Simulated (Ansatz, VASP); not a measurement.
# One calculation of SnO, two programs

File INCAR:

```
SYSTEM = SnO
PREC = Accurate
ENCUT = 520
EDIFF = 1E-6
ISMEAR = -1
SIGMA = 0.02
LREAL = .FALSE.
LASPH = .TRUE.
NELM = 60
ALGO = Normal
ISIF = 2
LWAVE = .FALSE.
LCHARG = .TRUE.
GGA = PE
LELF = .TRUE.
LVHAR = .TRUE.
NBANDS = 17
```

Contents of KPOINTS:

```
regular mesh
0
G
  8 8 8
  0 0 0
```

POSCAR

```
SnO
1.0
    0.0000000000      2.5630544088      2.5630544088
    2.5630544088      0.0000000000      2.5630544088
    2.5630544088      2.5630544088      0.0000000000
Sn O
1 1
Direct
    0.0000000000      0.0000000000      0.0000000000
    0.2500000000      0.2500000000      0.2500000000
```

Input for Ansatz:

```yaml
crystal:
  lattice:
    - [0.0, 2.5630544088, 2.5630544088]
    - [2.5630544088, 0.0, 2.5630544088]
    - [2.5630544088, 2.5630544088, 0.0]
  atoms:
    - { symbol: Sn, position: [0.0, 0.0, 0.0] }
    - { symbol: O, position: [0.25, 0.25, 0.25] }
kpoints:
  mp_grid: { grid: [8, 8, 8] }
  band_path:
    path:
      - [0.0, 0.0, 0.0]
      - [-0.5, -0.5, 0.0]
      - [-0.375, -0.375, 0.25]
      - [-0.375, 0.0, 0.375]
      - [0.0, 0.0, 0.5]
      - [-0.5, -0.25, 0.25]
      - [-0.5, -0.4, 0.1]
    npoints: 1
hamiltonian:
  xc: pbe
scf:
  occupations: { method: fermi_dirac, width: 0.02 }
  n_extra_bands: 4
output:
  forces: true
  stress: true
  eigenvalues: true
```

Change from the starting cell: hydrostatic strain -5.4%.

Alike in both runs: task single point; functional PBE; k mesh 8 × 8 × 8; occupations fermi-dirac, width 0.02 eV; no spin polarisation.

|  | VASP | Ansatz |
| --- | --- | --- |
| version | VASP 6.6.1 | Ansatz 0.2.0 |
| potentials or method | VASP PAW PBE potentials, release 64 (Sn_d, O) | plane waves, PAW |
| plane-wave cutoff (eV) | 520 | 420 |
| valence electrons in the cell | 20 | 20 |

|  | VASP | Ansatz | Ansatz less VASP |
| --- | --- | --- | --- |
| pressure (GPa) | 17.3 | 17.1 | -0.24 |

With one functional, cell and mesh, what is left measures potentials, basis and numerics.

Caveats: so large a pressure means that the cell lies far from this level's equilibrium, or that cutoff or potentials fall short (VASP).
